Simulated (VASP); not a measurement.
# ZnS (Wurtzite-2H): band structure with PBEsol

**Measured values to compare with.**

A printed reference work, monograph reports, for a bulk crystal of ZnS at 4 K: band gap 3.911 eV (direct).

ZnS (Wurtzite-2H):

```xyz
4
Lattice="3.8110 0.0000 0.0000 -1.9055 3.3004 0.0000 0.0000 0.0000 6.2340" Properties=species:S:1:pos:R:3 pbc="T T T"
Zn    1.9055    1.1001    3.1170
Zn    0.0000    2.2003    0.0000
S     1.9055    1.1001    5.5171
S     0.0000    2.2003    2.4001
```

| Item | Value |
| --- | --- |
| Program | VASP 6.6.1 |
| Task | band structure |
| Functional | PBEsol |
| Potentials or basis | VASP PAW PBE potentials, release 64 (Zn, S) |
| Cutoff | 520 eV |
| k mesh | 8 × 8 × 5 |
| Occupations | fermi-dirac, width 0.05 eV |
| Spin | no spin polarisation |
| Further INCAR settings | ALGO = Fast; EDIFF = 1e-06; NBANDS = 26 |

```
Band gap on the k mesh  : 2.12 eV, direct
Band gap along the path : 2.12 eV, direct
```

Levels at the corners of the path, in eV from the valence-band top:
| point | band 16 | band 17 | band 18 | band 19 | band 20 | band 21 |
| --- | --- | --- | --- | --- | --- | --- |
| Γ | -0.01 | -0.01 | 0.00 | 2.12 | 2.88 | 6.21 |
| M | -2.28 | -1.60 | -0.99 | 3.49 | 4.17 | 5.05 |
| M | -2.28 | -1.60 | -0.99 | 3.49 | 4.17 | 5.05 |
| K | -2.25 | -2.25 | -2.25 | 4.31 | 5.88 | 5.88 |
| K | -2.25 | -2.25 | -2.25 | 4.31 | 5.88 | 5.88 |
| Γ | -0.01 | -0.01 | 0.00 | 2.12 | 2.88 | 6.21 |
| Γ | -0.01 | -0.01 | 0.00 | 2.12 | 2.88 | 6.21 |
| A | -0.46 | -0.46 | -0.46 | 3.40 | 3.40 | 6.64 |
| A | -0.46 | -0.46 | -0.46 | 3.40 | 3.40 | 6.64 |
| L | -1.68 | -1.55 | -1.55 | 3.48 | 3.48 | 5.04 |
| L | -1.68 | -1.55 | -1.55 | 3.48 | 3.48 | 5.04 |
| H | -3.17 | -1.27 | -1.27 | 4.43 | 4.43 | 6.34 |
| H | -3.17 | -1.27 | -1.27 | 4.43 | 4.43 | 6.34 |
| A | -0.46 | -0.46 | -0.46 | 3.40 | 3.40 | 6.64 |
| L | -1.68 | -1.55 | -1.55 | 3.48 | 3.48 | 5.04 |
| M | -2.28 | -1.60 | -0.99 | 3.49 | 4.17 | 5.05 |
| K | -2.25 | -2.25 | -2.25 | 4.31 | 5.88 | 5.88 |
| H | -3.17 | -1.27 | -1.27 | 4.43 | 4.43 | 6.34 |

Wall time 2.7 min on 1 thread of Intel(R) Xeon(R) Platinum 8488C (Sapphire Rapids), with other jobs on the host, peak memory 0.33 GiB.

A measured gap of ZnS is 3.911 eV (direct; 4 K; a printed reference work, monograph); the calculated 2.12 eV misses it by -1.80 eV. The value is that of PBEsol, without temperature or zero-point motion. Semilocal functionals fall short of measured gaps as a rule.

Caveat: the log is that of the step along the path at fixed density, whose energy, stress, charges and moments have no meaning.
